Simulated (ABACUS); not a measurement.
The system is Ag.

```
Ag
1.0
     0.00000    2.04275    2.04275
     2.04275    0.00000    2.04275
     2.04275    2.04275    0.00000
Ag
1
Direct
  0.00000 0.00000 0.00000
```

Base run:

```yaml
Program: ABACUS 3.10.1
Functional: RPBE
Potentials_or_basis: GBRV ultrasoft 1.5 PBE
Cutoff: 544 eV
Density_cutoff: 4354 eV
Basis: plane waves
k_mesh: 9 × 9 × 9
Occupations: fermi-dirac, width 0.05 eV
Spin: no spin polarisation
```

Its results: band gap on the k mesh none (metal or under the smearing width); pressure 6.9 GPa.

Question: The run is repeated on the same cell with these changes: functional from RPBE to rPW86PBE; potentials or basis from GBRV ultrasoft 1.5 PBE to Ansatz NC PBE; cutoff from 544 eV to 966 eV; density cutoff from 4354 eV to 3864 eV. What comes out?

Answer: Band gap on the k mesh none (metal or under the smearing width); pressure 11.4 GPa.

Caveats: the potentials were made for another functional, which shifts forces and pressure.
